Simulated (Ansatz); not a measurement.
## Sb: band structure with PBE

Sb:

```
CELL_PARAMETERS angstrom
2.15420 1.24373 3.75800
-2.15420 1.24373 3.75800
0.00000 -2.48746 3.75800
ATOMIC_POSITIONS crystal
Sb 0.76651 0.76651 0.76651
Sb 0.23349 0.23349 0.23349
```

```
Program                             : Ansatz 0.2.0
Task                                : band structure
Functional                          : PBE
Potentials or basis                 : Ansatz PAW earlier set
Cutoff                              : 460 eV (not typed: the program's choice for these potentials)
k mesh                              : 8 × 8 × 8
Occupations                         : fermi-dirac, width 0.05 eV
Spin                                : no spin polarisation
Path                                : [["G", "L", "B1"], ["B", "Z", "G", "X"], ["Q", "F", "P1", "Z"], ["L", "P"]]
Points for each segment of the path : 14
```

| Quantity | Value |
| --- | --- |
| Pressure | 2.7 GPa |
| Largest force | 0.161 eV/Å |
| Band gap on the k mesh | none (metal or under the smearing width) |

Forces on the atoms (eV/Å):
```
Sb   0.000  0.000 -0.161
Sb   0.000  0.000  0.161
```

Stress tensor (GPa, compression positive):
```
2.89 0.00 0.00
0.00 2.89 0.00
0.00 0.00 2.34
```

Levels at the corners of the path, in eV from the Fermi level:
| point | band 18 | band 19 | band 20 | band 21 | band 22 | band 23 | band 24 | band 25 |
| --- | --- | --- | --- | --- | --- | --- | --- | --- |
| Γ | -4.91 | -2.16 | -1.89 | -1.89 | 1.99 | 2.61 | 2.61 | 5.05 |
| L | -9.73 | -2.03 | -1.92 | -0.39 | -0.29 | 0.10 | 0.40 | 7.51 |
| B1 | -9.14 | -5.08 | -4.95 | -0.84 | 0.60 | 4.51 | 4.58 | 5.93 |
| B | -9.14 | -5.08 | -4.95 | -0.84 | 0.60 | 4.51 | 4.58 | 5.93 |
| Z | -9.09 | -1.41 | -1.41 | -0.55 | 0.04 | 0.04 | 1.01 | 6.93 |
| Γ | -4.91 | -2.16 | -1.89 | -1.89 | 1.99 | 2.61 | 2.61 | 5.05 |
| X | -9.21 | -5.39 | -3.28 | -3.02 | 2.72 | 3.10 | 4.06 | 5.84 |
| Q | -9.21 | -5.39 | -3.28 | -3.02 | 2.72 | 3.10 | 4.06 | 5.84 |
| F | -8.09 | -5.53 | -3.85 | -3.75 | 1.44 | 4.84 | 5.42 | 6.85 |
| P1 | -8.81 | -5.44 | -3.31 | -2.82 | 2.37 | 3.09 | 4.51 | 5.94 |
| Z | -9.09 | -1.41 | -1.41 | -0.55 | 0.04 | 0.04 | 1.01 | 6.93 |
| L | -9.73 | -2.03 | -1.92 | -0.39 | -0.29 | 0.10 | 0.40 | 7.51 |
| P | -8.81 | -5.44 | -3.31 | -2.82 | 2.37 | 3.09 | 4.51 | 5.94 |

Run time: 3.9 s on 2 threads of Intel(R) Xeon(R) Platinum 8488C (Sapphire Rapids) (shared host), peak memory 0.44 GiB.

Caveat: spin-orbit coupling is left out, which moves the levels of the heavy elements.
